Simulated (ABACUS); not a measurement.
Crystal: I.

```
I
1.0
     0.00000    2.36560    3.90984
     2.19225    0.00000    3.90984
     2.19225    2.36560    0.00000
I
1
Cartesian
  0.0000 0.0000 0.0000
```

```yaml
Program: ABACUS 3.10.1
Task: relaxation of cell and atoms
Functional: LDA-PW92
Potentials_or_basis: GBRV ultrasoft 1.5 LDA
Cutoff: 544 eV
Density_cutoff: 4354 eV
Basis: plane waves
k_mesh: 7 × 7 × 7
Occupations: fermi-dirac, width 0.05 eV
Spin: no spin polarisation
```

At the start: pressure -2.2 GPa; volume 40.55 Å³/atom.

Problem. Where does the relaxation end?

Solution. Over 12 steps the energy falls by 32.4 meV/atom and the volume is 35.24 Å³/atom (-13.1 %); space group Fmmm (No. 69, to 0.05 Å).

The path:
```tsv
step	energy change (eV)	largest force (eV/Å)	pressure (GPa)	volume (Å³)
1	0.0000	0.0000	-2.23	40.55
2	-0.0158	0.0000	0.92	37.21
3	-0.0203	0.0000	-0.23	38.20
4	-0.0235	0.0000	-0.21	37.72
5	-0.0306	0.0000	-0.07	36.26
6	-0.0217	0.0000	0.74	33.34
7	-0.0291	0.0000	0.18	34.28
8	-0.0309	0.0000	-0.64	36.18
9	-0.0289	0.0000	0.99	34.87
10	-0.0320	0.0000	-0.06	35.68
11	-0.0323	0.0000	-0.04	35.51
12	-0.0324	0.0000	0.01	35.24
```

Final structure:
```
CELL_PARAMETERS angstrom
0.00000 2.25838 3.55489
2.19490 0.00000 3.55489
2.19490 2.25838 0.00000
ATOMIC_POSITIONS crystal
I 0.00000 0.00000 0.00000
```

Caveat: an odd number of electrons without spin polarisation forces a metal; a magnetic or distorted state may lie lower.
